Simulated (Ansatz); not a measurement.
# S: reading a single point

```
S
1.0
     1.87715    3.25132    0.00000
    -1.87715    3.25132    0.00000
     0.00000   -2.16755    3.47541
S
2
Direct
  0.22764 0.22764 0.68292
  0.77236 0.77236 0.31708
```

The numbers come from plane-wave PAW DFT (Ansatz): PBE, no spin polarisation, 420 eV, 11×11×11 Γ-centred k points, fermi-dirac occupations (width 0.1 eV). Nothing was relaxed.

Where is the largest force?

The largest is on S1 (and as large on other atoms): 0.67 eV/Å, components (0.00, 0.00, 0.67). It makes 120° with the line to a nearest neighbour, S2 at 2.51 Å.

What does the stress say?

The pressure is -5.0 GPa (compression positive), so with the atoms held at these fractions the cell would first shrink. The principal stresses -8.9, -3.0, -3.0 GPa differ, so its shape would change too.

Describe some of the short contacts.

S–S at 2.51 Å: least valence density 0.43 e/Å³ and ELF 0.52 there. Both are smooth PAW fields, read partly inside the augmentation spheres.

Is there a gap?

It is a metal, with about 1.9 states/eV a cell as the mean within 0.25 eV of the Fermi level, mostly S p (94 %).

Origin: a known structure type with other elements, at an estimated volume, so it need not be a known compound. Caveats: many states at the Fermi level without spin polarisation, so a magnetic state may lie lower.
